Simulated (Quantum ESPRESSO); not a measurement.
# Pr (Im-3m) in Quantum ESPRESSO: convergence with k mesh

Aim: find how far k mesh must go before the results for Pr settle, at PBEsol. This setting moves, with any that are tied to it; all else stays.

Everything below comes from runs of Quantum ESPRESSO 7.5. Logs are shortened: lines on timing, memory, paths and dates and some standing lists are left out, and cuts for length are marked.

## (1) The structure

It takes space group Im-3m (No. 229, cubic). The conventional cell has a = 4.195 Å, b = 4.195 Å, c = 4.195 Å, α = 90.00°, β = 90.00°, γ = 90.00°. Pr (site symmetry m-3m) is surrounded by 8 Pr at 3.63 Å.

This isn't the form of Pr at room conditions, which is double hcp.

## (2) With k mesh 1 × 1 × 1

pw.in

```
&CONTROL
  calculation = 'scf'
  prefix = 'pwscf'
  outdir = './tmp'
  pseudo_dir = './pseudo'
  tprnfor = .true.
  tstress = .true.
  disk_io = 'nowf'
/
&SYSTEM
  ibrav = 0
  nat = 1
  ntyp = 1
  ecutwfc = 50
  ecutrho = 300
  nbnd = 15
  input_dft = 'pbesol'
  occupations = 'smearing'
  smearing = 'fd'
  degauss = 0.00999582
  nspin = 2
  starting_magnetization(1) = 0.1538
/
&ELECTRONS
  conv_thr = 2d-10
  electron_maxstep = 120
  mixing_beta = 0.3
/
ATOMIC_SPECIES
Pr   140.9077 Pr.LDA_PW-JTH.UPF
CELL_PARAMETERS angstrom
  -2.0973721543    2.0973721543    2.0973721543
   2.0973721543   -2.0973721543    2.0973721543
   2.0973721543    2.0973721543   -2.0973721543
ATOMIC_POSITIONS crystal
Pr     0.0000000000    0.0000000000    0.0000000000
K_POINTS automatic
1 1 1 0 0 0
```

Potentials or basis: JTH 2.0 LDA.

Started as:

```sh
$ OMP_NUM_THREADS=1 pw.x -in pw.in > pw.out
```

Wall time 61 s (1 thread of Arm Neoverse V2, shared host); peak memory 0.24 GiB.

What came out:

```yaml
Free_energy: -6823.0625 eV
Pressure: 30.3 GPa
Net_moment: 3.00 μB per cell
Absolute_moment: 3.00 μB per cell
Site_moments: Pr +2.77 μB
Valence_electrons_inside_the_program's_atomic_spheres: Pr 11.38
```

## (3) With k mesh 3 × 3 × 3

pw.in, as its differences from that of step 2:

```diff
@@ -37,2 +37,2 @@
 K_POINTS automatic
-1 1 1 0 0 0
+3 3 3 0 0 0
```

Potentials or basis: JTH 2.0 LDA.

Started as:

```sh
$ OMP_NUM_THREADS=1 pw.x -in pw.in > pw.out
```

Run time: 45 s. Hardware: 1 thread of Arm Neoverse V2, shared host; peak memory 0.24 GiB.

What came out:

```yaml
Free_energy: -6821.5240 eV
Pressure: -7.1 GPa
Band_gap_on_the_k_mesh: none (metal or under the smearing width)
Net_moment: 2.66 μB per cell
Absolute_moment: 2.66 μB per cell
Site_moments: Pr +2.42 μB
Valence_electrons_inside_the_program's_atomic_spheres: Pr 11.41
```

## (4) With k mesh 4 × 4 × 4

pw.in, as its differences from that of step 3:

```diff
@@ -37,2 +37,2 @@
 K_POINTS automatic
-3 3 3 0 0 0
+4 4 4 0 0 0
```

Started as:

```sh
$ OMP_NUM_THREADS=1 pw.x -in pw.in > pw.out
```

Wall time 50 s (1 thread of Arm Neoverse V2, shared host); peak memory 0.25 GiB.

What came out:

```yaml
Free_energy: -6821.4614 eV
Pressure: -4.4 GPa
Band_gap_on_the_k_mesh: none (metal or under the smearing width)
Net_moment: 2.96 μB per cell
Absolute_moment: 2.96 μB per cell
Site_moments: Pr +2.59 μB
Valence_electrons_inside_the_program's_atomic_spheres: Pr 11.39
```

## (5) With k mesh 5 × 5 × 5

pw.in, as its differences from that of step 4:

```diff
@@ -37,2 +37,2 @@
 K_POINTS automatic
-4 4 4 0 0 0
+5 5 5 0 0 0
```

Started as:

```sh
$ OMP_NUM_THREADS=1 pw.x -in pw.in > pw.out
```

Run time: 62 s. Hardware: 1 thread of Arm Neoverse V2, shared host; peak memory 0.24 GiB.

Results:

```
Free energy                                           : -6821.4999 eV
Pressure                                              : -4.7 GPa
Band gap on the k mesh                                : none (metal or under the smearing width)
Net moment                                            : 2.96 μB per cell
Absolute moment                                       : 2.96 μB per cell
Site moments                                          : Pr +2.60 μB
Valence electrons inside the program's atomic spheres : Pr 11.39
```

## (6) With k mesh 7 × 7 × 7

pw.in, as its differences from that of step 5:

```diff
@@ -37,2 +37,2 @@
 K_POINTS automatic
-5 5 5 0 0 0
+7 7 7 0 0 0
```

Potentials or basis: JTH 2.0 LDA.

Started as:

```sh
$ OMP_NUM_THREADS=1 pw.x -in pw.in > pw.out
```

Wall time 58 s (1 thread of Arm Neoverse V2, shared host); peak memory 0.25 GiB.

Results (log left out):

| Item | Value |
| --- | --- |
| Free energy | -6821.4970 eV |
| Pressure | -4.8 GPa |
| Band gap on the k mesh | none (metal or under the smearing width) |
| Net moment | 2.86 μB per cell |
| Absolute moment | 2.86 μB per cell |
| Site moments | Pr +2.55 μB |
| Valence electrons inside the program's atomic spheres | Pr 11.39 |

## (7) With k mesh 8 × 8 × 8

pw.in, as its differences from that of step 6:

```diff
@@ -37,2 +37,2 @@
 K_POINTS automatic
-7 7 7 0 0 0
+8 8 8 0 0 0
```

Started as:

```sh
$ OMP_NUM_THREADS=1 pw.x -in pw.in > pw.out
```

It took 56 s on 1 thread of Arm Neoverse V2, shared host; peak memory 0.27 GiB.

The run converged. Its results:

```
Free energy                                           : -6821.4983 eV
Pressure                                              : -4.8 GPa
Band gap on the k mesh                                : none (metal or under the smearing width)
Net moment                                            : 2.90 μB per cell
Absolute moment                                       : 2.90 μB per cell
Site moments                                          : Pr +2.57 μB
Valence electrons inside the program's atomic spheres : Pr 11.39
```

## (8) With k mesh 9 × 9 × 9

pw.in, as its differences from that of step 7:

```diff
@@ -37,2 +37,2 @@
 K_POINTS automatic
-8 8 8 0 0 0
+9 9 9 0 0 0
```

Started as:

```sh
$ OMP_NUM_THREADS=1 pw.x -in pw.in > pw.out
```

It took 61 s on 1 thread of Arm Neoverse V2, shared host; peak memory 0.27 GiB.

The run converged. Its results:

```yaml
Free_energy: -6821.4976 eV
Pressure: -4.8 GPa
Band_gap_on_the_k_mesh: none (metal or under the smearing width)
Net_moment: 2.91 μB per cell
Absolute_moment: 2.91 μB per cell
Site_moments: Pr +2.58 μB
Valence_electrons_inside_the_program's_atomic_spheres: Pr 11.39
```

## (9) With k mesh 11 × 11 × 11

pw.in, as its differences from that of step 8:

```diff
@@ -37,2 +37,2 @@
 K_POINTS automatic
-9 9 9 0 0 0
+11 11 11 0 0 0
```

Potentials or basis: JTH 2.0 LDA.

Started as:

```sh
$ OMP_NUM_THREADS=1 pw.x -in pw.in > pw.out
```

Run time: 78 s. Hardware: 1 thread of Arm Neoverse V2, shared host; peak memory 0.28 GiB.

It converged, with:

* Free energy: -6821.4980 eV
* Pressure: -4.8 GPa
* Band gap on the k mesh: none (metal or under the smearing width)
* Net moment: 2.90 μB per cell
* Absolute moment: 2.90 μB per cell
* Site moments: Pr +2.57 μB
* Valence electrons inside the program's atomic spheres: Pr 11.39

## (10) With k mesh 13 × 13 × 13

pw.in, as its differences from that of step 9:

```diff
@@ -37,2 +37,2 @@
 K_POINTS automatic
-11 11 11 0 0 0
+13 13 13 0 0 0
```

Potentials or basis: JTH 2.0 LDA.

Started as:

```sh
$ OMP_NUM_THREADS=1 pw.x -in pw.in > pw.out
```

pw.out:

```text
This program is part of the open-source Quantum ESPRESSO suite
     for quantum simulation of materials; please cite
         "P. Giannozzi et al., J. Phys.:Condens. Matter 21 395502 (2009);
         "P. Giannozzi et al., J. Phys.:Condens. Matter 29 465901 (2017);
         "P. Giannozzi et al., J. Chem. Phys. 152 154105 (2020);
     in publications or presentations arising from this work. More details at

     file Pr.LDA_PW-JTH.UPF: wavefunction(s)  6S 5P 0P 5D 0D 4F 0F renormalized

     IMPORTANT: XC functional enforced from input :
     Exchange-correlation= PBESOL
                           (   1   4  10   8   0   0   0)
     Any further DFT definition will be discarded
     Please, verify this is what you really want

     Message from routine setup:
     using ibrav=0 with symmetry is DISCOURAGED, use correct ibrav instead

     G-vector sticks info
     --------------------
     sticks:   dense  smooth     PW     G-vecs:    dense   smooth      PW
     Sum        1051     709    219                21769    11993    2093

     Using Slab Decomposition

     bravais-lattice index     =            0
     lattice parameter (alat)  =       6.8649  a.u.
     unit-cell volume          =     249.0480 (a.u.)^3
     number of atoms/cell      =            1
     number of atomic types    =            1
     number of electrons       =        13.00
     number of Kohn-Sham states=           15
     kinetic-energy cutoff     =      50.0000  Ry
     charge density cutoff     =     300.0000  Ry
     scf convergence threshold =      2.0E-10
     mixing beta               =       0.3000
     number of iterations used =            8  plain     mixing
     Exchange-correlation= PBESOL
                           (   1   4  10   8   0   0   0)

     celldm(1)=   6.864912  celldm(2)=   0.000000  celldm(3)=   0.000000
     celldm(4)=   0.000000  celldm(5)=   0.000000  celldm(6)=   0.000000

     crystal axes: (cart. coord. in units of alat)
               a(1) = (  -0.577350   0.577350   0.577350 )
               a(2) = (   0.577350  -0.577350   0.577350 )
               a(3) = (   0.577350   0.577350  -0.577350 )

     reciprocal axes: (cart. coord. in units 2 pi/alat)
               b(1) = ( -0.000000  0.866025  0.866025 )
               b(2) = (  0.866025 -0.000000  0.866025 )
               b(3) = (  0.866025  0.866025  0.000000 )

     PseudoPot. # 1 for Pr read from file:
     Pr.LDA_PW-JTH.UPF
     Pseudo is Projector augmented-wave + core cor, Zval = 13.0
     Generated using ATOMPAW code
     Shape of augmentation charge: SINC**2
     Using radial grid of 1103 points,  8 beta functions with:
                l(1) =   0
                l(2) =   0
                l(3) =   1
                l(4) =   1
                l(5) =   2
                l(6) =   2
                l(7) =   3
                l(8) =   3
     Q(r) pseudized with 0 coefficients

     atomic species   valence    mass     pseudopotential
     Pr               13.00   140.90770     Pr( 1.00)

     Starting magnetic structure
     atomic species   magnetization
     Pr              0.154

     48 Sym. Ops., with inversion, found

   Cartesian axes

     site n.     atom                  positions (alat units)
         1        Pr     tau(   1) = (   0.0000000   0.0000000   0.0000000  )

     number of k points=    84  Fermi-Dirac smearing, width (Ry)=  0.0100
                       cart. coord. in units 2pi/alat
        k(    1) = (   0.0000000   0.0000000   0.0000000), wk =   0.0004552
        k(    2) = (   0.0666173   0.0666173   0.0000000), wk =   0.0054620
        k(    3) = (   0.1332347   0.1332347   0.0000000), wk =   0.0054620
        k(    4) = (   0.1998520   0.1998520   0.0000000), wk =   0.0054620
        k(    5) = (   0.2664694   0.2664694   0.0000000), wk =   0.0054620
        k(    6) = (   0.3330867   0.3330867   0.0000000), wk =   0.0054620
[... 76 lines left out ...]
        k(   83) = (  -0.7994081  -0.0666173  -0.0666173), wk =   0.0036413
        k(   84) = (   0.0000000   0.0000000   0.7994081), wk =   0.0027310

     Dense  grid:    21769 G-vectors     FFT dimensions: (  40,  40,  40)

     Smooth grid:    11993 G-vectors     FFT dimensions: (  32,  32,  32)

     Generating pointlists ...
     new r_m :   0.4125 (alat units)  2.8318 (a.u.) for type    1

     Initial potential from superposition of free atoms

     starting charge      12.9937, renormalised to      13.0000
     Starting wfcs are   32 randomized atomic wfcs

     Self-consistent Calculation

     iteration #  1     ecut=    50.00 Ry     beta= 0.30
     Davidson diagonalization with overlap
     ethr =  1.00E-02,  avg # of iterations =  2.0

     total energy              =    -501.22817590 Ry
     estimated scf accuracy    <       0.19556821 Ry

     total magnetization       =     3.43 Bohr mag/cell
     absolute magnetization    =     3.43 Bohr mag/cell

     iteration #  2     ecut=    50.00 Ry     beta= 0.30
     Davidson diagonalization with overlap
     ethr =  1.50E-03,  avg # of iterations =  2.8

     total energy              =    -501.27844734 Ry
     estimated scf accuracy    <       1.47019905 Ry

     total magnetization       =     0.76 Bohr mag/cell
     absolute magnetization    =     0.76 Bohr mag/cell

     iteration #  3     ecut=    50.00 Ry     beta= 0.30
     Davidson diagonalization with overlap
     ethr =  1.50E-03,  avg # of iterations =  1.6

     total energy              =    -501.34150558 Ry
     estimated scf accuracy    <       0.06853225 Ry

     total magnetization       =     2.55 Bohr mag/cell
     absolute magnetization    =     2.55 Bohr mag/cell

     iteration #  4     ecut=    50.00 Ry     beta= 0.30
     Davidson diagonalization with overlap
     ethr =  5.27E-04,  avg # of iterations =  2.4

     total energy              =    -501.34373604 Ry
     estimated scf accuracy    <       0.35220019 Ry

     total magnetization       =     3.85 Bohr mag/cell
     absolute magnetization    =     3.85 Bohr mag/cell

     iteration #  5     ecut=    50.00 Ry     beta= 0.30
     Davidson diagonalization with overlap
     ethr =  5.27E-04,  avg # of iterations =  1.0

     total energy              =    -501.37047886 Ry
     estimated scf accuracy    <       0.00165062 Ry
[... 98 lines left out ...]
     total energy              =    -501.37083352 Ry
     estimated scf accuracy    <          5.6E-09 Ry

     total magnetization       =     2.90 Bohr mag/cell
     absolute magnetization    =     2.90 Bohr mag/cell

     iteration # 16     ecut=    50.00 Ry     beta= 0.30
     Davidson diagonalization with overlap
     ethr =  2.13E-11,  avg # of iterations =  1.0

     total energy              =    -501.37083351 Ry
     estimated scf accuracy    <          1.8E-09 Ry

     total magnetization       =     2.90 Bohr mag/cell
     absolute magnetization    =     2.90 Bohr mag/cell

     iteration # 17     ecut=    50.00 Ry     beta= 0.30
     Davidson diagonalization with overlap
     ethr =  1.42E-11,  avg # of iterations =  2.1

     total energy              =    -501.37083353 Ry
     estimated scf accuracy    <          3.6E-10 Ry

     total magnetization       =     2.90 Bohr mag/cell
     absolute magnetization    =     2.90 Bohr mag/cell

     iteration # 18     ecut=    50.00 Ry     beta= 0.30
     Davidson diagonalization with overlap
     ethr =  2.76E-12,  avg # of iterations =  2.6

     Magnetic moment per site  (integrated on atomic sphere of radius R)
     atom   1 (R=0.412)  charge= 11.3931  magn=  2.5697

     End of self-consistent calculation

     Number of k-points >= 100: set verbosity='high' to print the bands.

     the Fermi energy is    10.7209 ev

!    total energy              =    -501.37083353 Ry
     total all-electron energy =      -501.370834 Ry
     estimated scf accuracy    <          1.9E-10 Ry
     smearing contrib. (-TS)   =      -0.03835731 Ry
     internal energy E=F+TS    =    -501.33247622 Ry

     The total energy is F=E-TS. E is the sum of the following terms:
     one-electron contribution =     -16.98453811 Ry
     hartree contribution      =      17.69254144 Ry
     xc contribution           =     -12.99003431 Ry
     ewald contribution        =     -77.58758956 Ry
     one-center paw contrib.   =    -411.46285568 Ry

     total magnetization       =     2.90 Bohr mag/cell
     absolute magnetization    =     2.90 Bohr mag/cell

     convergence has been achieved in  18 iterations

     Forces acting on atoms (cartesian axes, Ry/au):

     atom    1 type  1   force =     0.00000000    0.00000000    0.00000000

     Total force =     0.000000     Total SCF correction =     0.000000

     Computing stress (Cartesian axis) and pressure

          total   stress  (Ry/bohr**3)                   (kbar)     P=      -48.06
  -0.00032672   0.00000000   0.00000000          -48.06        0.00        0.00
   0.00000000  -0.00032672   0.00000000            0.00      -48.06        0.00
   0.00000000   0.00000000  -0.00032672            0.00        0.00      -48.06

=------------------------------------------------------------------------------=
   JOB DONE.
=------------------------------------------------------------------------------=
```

It took 1.7 min on 1 thread of Arm Neoverse V2, shared host; peak memory 0.3 GiB.

Results:

```
Free energy                                           : -6821.4977 eV
Pressure                                              : -4.8 GPa
Band gap on the k mesh                                : none (metal or under the smearing width)
Net moment                                            : 2.90 μB per cell
Absolute moment                                       : 2.90 μB per cell
Site moments                                          : Pr +2.57 μB
Valence electrons inside the program's atomic spheres : Pr 11.39
```

## (11) Summary

```tsv
k mesh	energy less the tightest run, at zero smearing (meV/atom)	pressure (GPa)	absolute moment (μB)	SCF cycles	CPU time (s)	peak memory (GiB)
1 × 1 × 1	-1667.49	30.29	3.00	32	61	0.24
3 × 3 × 3	-35.44	-7.09	2.66	21	45	0.24
4 × 4 × 4	37.88	-4.36	2.96	21	50	0.25
5 × 5 × 5	-7.85	-4.73	2.96	26	62	0.24
7 × 7 × 7	2.19	-4.79	2.86	20	58	0.25
8 × 8 × 8	-1.46	-4.78	2.90	17	56	0.27
9 × 9 × 9	0.14	-4.80	2.91	17	61	0.27
11 × 11 × 11	-0.59	-4.81	2.90	17	76	0.28
13 × 13 × 13	0.00	-4.81	2.90	18	100	0.3
```

Against the tightest run, the energy stays within 1 meV/atom from 9 × 9 × 9 on; the pressure stays within 0.1 GPa from 5 × 5 × 5 on; the absolute moment stays within 0.02 μB from 8 × 8 × 8 on. Meshes of other sizes hit other points, so gaps and Fermi surfaces needn't settle smoothly. The tightest run that finished is the yardstick and may itself not be fully converged.

Caveats: the potentials were made for another functional, which shifts forces and pressure; the magnetic or orbital state may not be the lowest; spin-orbit coupling is left out, which moves the levels of the heavy elements.
